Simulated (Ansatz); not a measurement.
**CsI (CsCl type): other levels of theory at one geometry**

How much do the gap and the pressure of CsI (CsCl type) depend on the functional and spin–orbit coupling?

Computed with Ansatz 0.2.0 (DFT at several levels, plane waves, PAW, unless a step's input says otherwise).

1 further run of the same task is left out (it didn't finish).

## (1) Starting point

It takes space group Pm-3m (No. 221, cubic). Conventional cell: a = 4.665 Å, b = 4.665 Å, c = 4.665 Å, α = 90.00°, β = 90.00°, γ = 90.00°. Cs (site symmetry m-3m) has 8 I at 4.04 Å as nearest neighbours. I (site symmetry m-3m) is surrounded by 8 Cs at 4.04 Å.

Structure file:

```
Cs I
1.0
     4.66547    0.00000    0.00000
     0.00000    4.66547    0.00000
     0.00000    0.00000    4.66547
Cs I
1 1
Direct
  0.00000 0.00000 0.00000
  0.50000 0.50000 0.50000
```

An earlier run at PBE left this cell at 50.776 Å³/atom and 0.01 GPa (8×8×8 mesh), gap on the mesh 3.69 eV.

Levels to run: PBE+SOC; r²SCAN; PBEsol; LDA; HSE06. Hardware: 2 threads of Arm Neoverse V2, shared host.

## (2) PBE+SOC

input.yaml reads:

```yaml
crystal:
  lattice:
    - [4.6654673611, 0.0, 0.0]
    - [0.0, 4.6654673611, 0.0]
    - [0.0, 0.0, 4.6654673611]
  atoms:
    - { symbol: Cs, position: [0.0, 0.0, 0.0] }
    - { symbol: I, position: [0.5, 0.5, 0.5] }
basis:
  ecutwfc: 420
  ecutrho_ratio: 4
kpoints:
  mp_grid: { grid: [8, 8, 8] }
hamiltonian:
  xc: pbe
scf:
  occupations: { method: gaussian, width: 0.05 }
output:
  forces: true
  stress: true
  eigenvalues: true
  populations: true
  dos: { projected: true, de: 0.02 }
  write_density: true
  write_potential: true
  elf: true
  volumetric_format: npy
magnetization:
  noncollinear: true
  spin_orbit: true
```

Command:

```bash
$ ansatz run input.yaml --threads 2 --pin off --max-ram 2662MiB --backend cpu --events-out ev --progress --plain --runs-dir out
```

The runs that follow: r²SCAN; PBEsol; LDA; HSE06.

What does the calculation give? Wanted: for each run, gap less HSE06's; pressure.

As calculated:

| level | mesh | gap on the mesh (eV) | gap less HSE06's (eV) | pressure (GPa) | time |
| --- | --- | --- | --- | --- | --- |
| PBE | 8×8×8 | 3.69 | -0.98 | 0.0 | 10 s* |
| LDA | 8×8×8 | 3.33 | -1.34 | -1.9 | 2.3 s |
| PBEsol | 8×8×8 | 3.53 | -1.14 | -1.0 | 2.1 s |
| PBE+SOC | 8×8×8 | 3.46 | -1.21 | 0.0 | 15 s* |
| r²SCAN | 8×8×8 | 4.39 | -0.28 | -0.4 | 5.6 s |
| HSE06 | 4×4×4 | 4.67 | 0 | -0.2 | 20 s |

Times are on 2 threads of Arm Neoverse V2, shared host. * Includes bands or densities of states.

The pressure runs from -1.9 GPa (LDA) to 0.0 GPa (PBE+SOC); a negative pressure means that level wants a smaller cell, a positive one a larger cell. The gap is widest with HSE06 (4.67 eV) and narrowest with LDA (3.33 eV). Spin–orbit coupling alone moves the gap by -0.23 eV. Taking HSE06 as the top rung, r²SCAN comes nearest in gap (-0.28 eV) at 11 s of CPU time against 38 s; the meshes differ, and the hybrid has no spin–orbit coupling. Total energies of different levels have different zeros and can't be compared.
